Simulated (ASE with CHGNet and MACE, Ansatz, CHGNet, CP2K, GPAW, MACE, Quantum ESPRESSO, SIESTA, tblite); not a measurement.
## Machine-learned potentials runs on LaSb (Fm-3m) (64 atoms)

Wanted: machine-learned potentials inputs and outputs for LaSb (Fm-3m) (64 atoms), checked against a plane-wave reference.

Method: the method is named at each step, in ASE with CHGNet and MACE.

## 1. The structure

The cell holds 64 atoms: 32 La and 32 Sb. Cell: a = 12.980 Å, b = 12.980 Å, c = 12.980 Å, α = 90.0°, β = 90.0°, γ = 90.0°. It derives from LaSb (Fm-3m), repeated 2×2×2. LaSb, space group Fm-3m, structure from the Crystallography Open Database, 2 x 2 x 2 conventional cells; every coordinate displaced by a Gaussian of 0.06 Å. Then every atom was moved at random, 0.05 Å r.m.s. a Cartesian component.

The yardstick, on the same geometry:

| Quantity | Value |
| --- | --- |
| method | Kohn-Sham DFT, PBE, PAW, plane waves (Ansatz 0.2.0); cutoff 420 eV, Γ point, fermi-dirac smearing of 0.05 eV; PAW set soft_2 |
| r.m.s. force component | 0.4425 eV/Å |
| longest force | 1.712 eV/Å |
| pressure | 2.239 GPa |
| spacing of highest filled and lowest empty level | 0.2935 eV |
| SCF cycles | 11 |
| time | 69 s on 4 threads of Arm Neoverse V1, shared host |
| CPU time | 4.3 min |

## 2. CHGNet 0.3.0 potential

Method: machine-learned interatomic potential CHGNet 0.3.0, trained on PBE(+U) plane-wave data.

run.py

```python
import numpy as np
from ase.io import read
import mlip  # loads the published weights by name

atoms = read("structure.xyz")
atoms.calc = mlip.calc("chgnet-0.3.0")
energy = atoms.get_potential_energy()
forces = atoms.get_forces()
print(f"energy {energy:.6f} eV")
print("forces (eV/A)")
for i, (a, f) in enumerate(zip(atoms, forces)):
    print(f"{i:4d} {a.symbol:2s} {f[0]:10.5f} {f[1]:10.5f} {f[2]:10.5f}")
stress = -atoms.get_stress(voigt=False) * 160.21766
print("stress (GPa, compression positive)")
for row in stress:
    print(" ".join(f"{x:10.4f}" for x in row))
```

structure.xyz

```xyz
64
Lattice="12.98000 0.00000 0.00000 0.00000 12.98000 0.00000 0.00000 0.00000 12.98000" Properties=species:S:1:pos:R:3 pbc="T T T"
La 0.11280 12.97650 0.00350
La 12.96780 3.18296 3.23682
La 3.30873 12.92237 3.30964
La 3.34910 3.24747 0.07775
Sb 3.25824 0.08541 12.87577
Sb 0.00636 3.21216 12.95845
Sb 0.01973 0.07476 3.25227
Sb 3.20762 3.22358 3.26746
La 12.96170 12.88525 6.40083
La 12.96481 3.37986 9.70333
La 3.26551 12.92717 9.78562
La 3.21696 3.17634 6.42043
Sb 3.40517 12.90887 6.49818
Sb 12.86889 3.28485 6.39330
Sb 12.94651 12.95521 9.77173
Sb 3.22839 3.28225 9.68581
La 12.90848 6.49182 0.14382
La 0.05802 9.80964 3.45151
La 3.31626 6.48027 3.21424
La 3.33093 9.70216 0.01635
Sb 3.13662 6.43977 0.08035
Sb 0.14122 9.73176 0.20236
Sb 12.95586 6.42977 3.10832
Sb 3.27044 9.61831 3.27615
La 0.03141 6.45768 6.36293
La 12.97455 9.64829 9.80626
La 3.22579 6.37617 9.71722
La 3.21683 9.85571 6.54205
Sb 3.34482 6.39486 6.46144
Sb 0.03453 9.67373 6.46729
Sb 12.92471 6.48740 9.83118
Sb 3.24967 9.69256 9.64596
La 6.39745 0.04556 0.04206
La 6.37084 3.19996 3.17283
La 9.73837 0.00532 3.34611
La 9.69684 3.16258 0.13525
Sb 9.69243 12.89524 12.95819
Sb 6.59021 3.21800 12.90056
Sb 6.44769 12.90017 3.30055
Sb 9.61104 3.35260 3.14155
La 6.46326 0.19145 6.45872
La 6.46677 3.36143 9.61130
La 9.68412 0.13979 9.69749
La 9.77031 3.34066 6.63888
Sb 9.83663 0.03193 6.54633
Sb 6.43769 3.14596 6.51103
Sb 6.57424 12.86954 9.72877
Sb 9.77303 3.22060 9.79029
La 6.49260 6.55542 0.10202
La 6.57710 9.79575 3.30367
La 9.76797 6.52518 3.23903
La 9.65193 9.62934 0.06542
Sb 9.90413 6.53971 12.82956
Sb 6.59877 9.66854 12.95183
Sb 6.48779 6.61850 3.32366
Sb 9.78666 9.66608 3.23150
[... 4 atom lines left out ...]
Sb 9.66439 6.57048 6.44509
Sb 6.46365 9.61338 6.52946
Sb 6.28660 6.55853 9.71657
Sb 9.83326 9.73902 9.74616
```

Started as:

```console
OMP_NUM_THREADS=1 python run.py > output.txt
```

The program printed:

```text
CHGNet v0.3.0 initialized with 412,525 parameters
CHGNet will run on cpu
energy -371.815094 eV
forces (eV/A)
   0 La   -0.30194   -0.04106   -0.03777
   1 La   -0.13074    0.18106   -0.15429
   2 La   -0.18716   -0.03831   -0.21056
   3 La   -0.19130    0.08683   -0.22111
   4 Sb    0.04709   -0.19436    0.33910
   5 Sb    0.06305   -0.03423   -0.00163
   6 Sb    0.00737   -0.16289   -0.04101
   7 Sb    0.03225   -0.08401   -0.05718
   8 La    0.24327    0.23905    0.34742
   9 La    0.07666   -0.31857    0.04961
  10 La   -0.00239    0.08325   -0.23573
  11 La   -0.13535    0.06389    0.15092
  12 Sb   -0.49655    0.31393    0.05373
  13 Sb    0.21222   -0.17078    0.14850
  14 Sb    0.09221    0.06266   -0.17504
  15 Sb    0.03473   -0.30395    0.08427
  16 La    0.38614   -0.02731   -0.56229
  17 La    0.00237   -0.16738   -0.56418
  18 La   -0.18288   -0.07434    0.15603
  19 La   -0.06597    0.04526   -0.07281
  20 Sb    0.29231    0.06621   -0.21764
  21 Sb   -0.11672    0.09068   -0.10548
  22 Sb    0.14765    0.10859    0.69045
  23 Sb    0.06258    0.25528   -0.06137
[...]
56 La   -0.10052    0.07256   -0.02559
  57 La   -0.01048    0.13831   -0.34894
  58 La    0.10005    0.23699    0.15194
  59 La   -0.29864    0.18436    0.21942
  60 Sb    0.25685   -0.16445    0.02499
  61 Sb    0.14787    0.29829    0.03407
  62 Sb    0.38010   -0.13651    0.20970
  63 Sb   -0.09870   -0.01810   -0.04407
stress (GPa, compression positive)
    1.1122     0.0216     0.0208
    0.0216     1.1402     0.0148
    0.0208     0.0148     1.1630
```

Elapsed: 4.2 s, on 1 thread of Arm Neoverse V1, shared host; peak memory 0.5 GiB.

Banners, paths, timers and routine set-up lines are dropped from the logs unmarked, and long logs keep their key lines alone; longer cuts are marked.

Numbers from this run, and their distance from the reference:

```yaml
r_m_s_force_component: 0.2328 eV/Å
r_m_s_difference_of_force_components: 223.7 meV/Å
longest_difference_of_force_vectors: 750.4 meV/Å
force_difference_over_r_m_s_force: 50.56 %
slope_of_forces_against_the_reference_s: 0.5106
correlation_of_force_components: 0.9704
pressure: 1.139 GPa
pressure_difference: -1.1 GPa
```

Length of the force difference by element (eV/Å):

```
element  atoms  mean  most
     La     32  0.39  0.75
     Sb     32  0.32  0.60
```

A closer look about La20, picked at random: 9 atoms, nearest first, numbered in the order of the input, with positions taken from that point.

```
atom      x      y      z  distance (Å)  bonds     Fx     Fy  Fz (eV/Å)
La20   0.00   0.00   0.00          0.00      6  -0.07   0.05      -0.07
Sb22  -3.19   0.03   0.19          3.20      6  -0.12   0.09      -0.11
Sb24  -0.06  -0.08   3.26          3.26      6   0.06   0.26      -0.06
Sb54   3.27  -0.03  -0.04          3.27      6  -0.40   0.22       0.26
Sb21  -0.19  -3.26   0.06          3.27      6   0.29   0.07      -0.22
Sb32  -0.08  -0.01  -3.35          3.35      6   0.01  -0.04       0.33
 Sb5  -0.07   3.36  -0.12          3.37      6   0.05  -0.19       0.34
La49   3.16  -3.15   0.09          4.46      6   0.04  -0.30      -0.14
La58   3.22  -0.02  -3.15          4.51      6  -0.01   0.14      -0.35
```

Atoms are counted from 1 here, from 0 in the log.

Forces lie 51 % from the reference's, at 0.015 times its CPU time (on 1 against 4 cores).

## 3. MACE MPA-0 medium potential

Method: machine-learned interatomic potential MACE MPA-0 medium, trained on PBE(+U) plane-wave data.

run.py: that of step 2 with these lines changed.

```diff
@@ -5,3 +5,3 @@
 atoms = read("structure.xyz")
-atoms.calc = mlip.calc("chgnet-0.3.0")
+atoms.calc = mlip.calc("mace-mpa-0-medium")
 energy = atoms.get_potential_energy()
```

structure.xyz is that of step 2.

The program printed:

```text
energy -367.559002 eV
forces (eV/A)
   0 La   -0.77465   -0.10195   -0.07485
   1 La   -0.24450    0.47406   -0.32264
   2 La   -0.42200   -0.01631   -0.39700
   3 La   -0.51678    0.17409   -0.53776
   4 Sb    0.08731   -0.45878    0.75999
   5 Sb    0.11410    0.07766    0.07281
   6 Sb    0.03912   -0.47054   -0.06262
   7 Sb   -0.02869   -0.16033   -0.13808
   8 La    0.41796    0.60498    0.79301
   9 La    0.20945   -0.80176    0.16360
  10 La   -0.05804    0.21651   -0.58347
  11 La   -0.22617    0.21274    0.40604
  12 Sb   -0.89225    0.59979    0.06195
  13 Sb    0.55266   -0.36801    0.35195
  14 Sb    0.21398    0.11583   -0.31949
  15 Sb    0.08075   -0.57945    0.14793
  16 La    0.77685   -0.05632   -1.25716
  17 La   -0.00778   -0.41162   -1.44179
  18 La   -0.35977   -0.13480    0.38774
  19 La   -0.29387    0.01625   -0.05407
  20 Sb    0.58092    0.20984   -0.43166
  21 Sb   -0.38523    0.03641   -0.39540
  22 Sb    0.24247    0.25634    1.39248
  23 Sb    0.14603    0.60211   -0.01877
[...]
56 La   -0.31054    0.35972   -0.07095
  57 La   -0.05938    0.33310   -0.92142
  58 La    0.39294    0.57349    0.51356
  59 La   -0.75165    0.46456    0.56537
  60 Sb    0.51897   -0.39116   -0.04559
  61 Sb    0.27092    0.48688   -0.00174
  62 Sb    0.87720   -0.39848    0.30839
  63 Sb   -0.43059   -0.06951   -0.08921
stress (GPa, compression positive)
    2.1920     0.0374     0.0109
    0.0374     2.3656     0.0319
    0.0109     0.0319     2.2627
```

Run time: 8.2 s. Hardware: 1 thread; peak memory 0.71 GiB.

Numbers from this run, and their distance from the reference:

```
r.m.s. force component                  : 0.5111 eV/Å
r.m.s. difference of force components   : 121.1 meV/Å
longest difference of force vectors     : 399.5 meV/Å
force difference over r.m.s. force      : 27.36 %
slope of forces against the reference's : 1.129
correlation of force components         : 0.978
pressure                                : 2.273 GPa
pressure difference                     : 0.0347 GPa
```

Against the first run (51 %), the force difference from the reference is 27 %, at 2 times the CPU time.

## 4. CHGNet r2SCAN potential

Method: machine-learned interatomic potential CHGNet r2SCAN, trained on r2SCAN plane-wave data.

run.py: that of step 3 with these lines changed.

```diff
@@ -5,3 +5,3 @@
 atoms = read("structure.xyz")
-atoms.calc = mlip.calc("mace-mpa-0-medium")
+atoms.calc = mlip.calc("chgnet-r2scan")
 energy = atoms.get_potential_energy()
```

structure.xyz is that of step 3.

The program printed:

```text
CHGNet vr2scan initialized with 412,525 parameters
CHGNet will run on cpu
energy -1868.596069 eV
forces (eV/A)
   0 La   -0.24539   -0.05460   -0.05883
   1 La   -0.09193    0.12945   -0.09645
   2 La   -0.12573   -0.02738   -0.17500
   3 La   -0.20428    0.03979   -0.18557
   4 Sb    0.05582   -0.12473    0.23929
   5 Sb    0.05951   -0.09359   -0.00369
   6 Sb   -0.02775   -0.11900    0.02805
   7 Sb    0.11264   -0.10148   -0.04055
   8 La    0.13269    0.19360    0.31892
   9 La    0.05334   -0.27374    0.09379
  10 La   -0.04400    0.06789   -0.14211
  11 La   -0.10310    0.06578    0.12412
  12 Sb   -0.42049    0.21822    0.01379
  13 Sb    0.10417   -0.06928    0.10811
  14 Sb    0.12914    0.02413   -0.15727
  15 Sb    0.02860   -0.22121    0.06063
  16 La    0.28878   -0.01048   -0.44588
  17 La    0.00134   -0.15835   -0.49907
  18 La   -0.11218    0.00350    0.10680
  19 La   -0.13136   -0.00587   -0.04170
  20 Sb    0.33699    0.06684   -0.14391
  21 Sb   -0.05126    0.14676   -0.12211
  22 Sb    0.07369    0.07784    0.62245
  23 Sb    0.04030    0.22638   -0.10105
[...]
56 La   -0.09644    0.14442   -0.05395
  57 La   -0.00359    0.11670   -0.31190
  58 La    0.17341    0.20586    0.18082
  59 La   -0.25645    0.11283    0.23900
  60 Sb    0.21345   -0.14103    0.06899
  61 Sb    0.12850    0.27384   -0.00408
  62 Sb    0.29320   -0.15894    0.19827
  63 Sb   -0.02355   -0.07484   -0.07645
stress (GPa, compression positive)
    2.0735     0.0088     0.0175
    0.0088     2.0733     0.0055
    0.0175     0.0055     2.1095
```

Wall time 3.4 s (1 thread); peak memory 0.5 GiB.

Against the reference:

- r.m.s. force component: 0.1927 eV/Å
- r.m.s. difference of force components: 268.8 meV/Å
- longest difference of force vectors: 907 meV/Å
- force difference over r.m.s. force: 60.75 %
- slope of forces against the reference's: 0.4103
- correlation of force components: 0.9422
- pressure: 2.085 GPa
- pressure difference: -0.1533 GPa

Against the first run (51 %), the force difference from the reference is 61 %, at 0.86 times the CPU time; this potential was trained at another functional than the reference's, which explains only part of so large a difference.

## 5. The ladder

Differences are against the plane-wave reference, forces as r.m.s. over components; share is that over the reference's r.m.s. force, slope the least-squares factor from reference forces to these. Total energies of different programs have different zeros and aren't compared.

```
                        run  Δ force, r.m.s. (meV/Å)  share (%)  slope  Δ pressure (GPa)  cores  CPU time  memory (GiB)
                  reference                        -          -      -                 -      4   4.3 min           3.3
     CHGNet 0.3.0 potential                      224       50.6  0.511             -1.10      1       4 s           0.5
MACE MPA-0 medium potential                      121       27.4  1.129            0.0347      1       8 s          0.71
    CHGNet r2SCAN potential                      269       60.8  0.410            -0.153      1     3.4 s           0.5
```

Times of the machine-learned potentials are mostly Python's start and the loading of weights.

CPU time is summed over cores on a shared host, where runs went side by side, so it is rough. Symmetry, cutoffs, thresholds, outputs and thread counts weren't matched or tuned between programs; memory under MPI is the largest rank's times the ranks.

## 6. Results

| Property | Result |
| --- | --- |
| nearest in forces | MACE MPA-0 medium potential, 27 % |
| its CPU time | 8 s |

In words: Machine-learned potentials differ by 27 % (MACE MPA-0 medium potential) to 61 % (CHGNet r2SCAN potential); they were trained on other programs' data, some at another functional. Among those trained on PBE data the slope goes as low as 0.51. Machine-learned potentials mimic data converged in k, so the reference's own k-point error enters their differences. The reference's pressure of 2.2 GPa belongs to a cell and atoms that aren't relaxed at this level. The electronic-structure runs sample only Γ, in a cell whose shortest periodic width is 13 Å. Spin–orbit coupling is left out, which matters for the levels of the heavy elements.

[Also dropped from logs without a mark: logging warnings of Python, and SIESTA's first energy breakdown and zero terms.]

[Logs are printed without paths, hosts, clocks, repeated set-up lines and the standing remarks that a program may print on its own settings, such as how far it seeks lower states.]

[Hosts, paths, dates, database ids (printed as entryN), source tags and the programs' standing remarks are cut or masked in the printed files.]
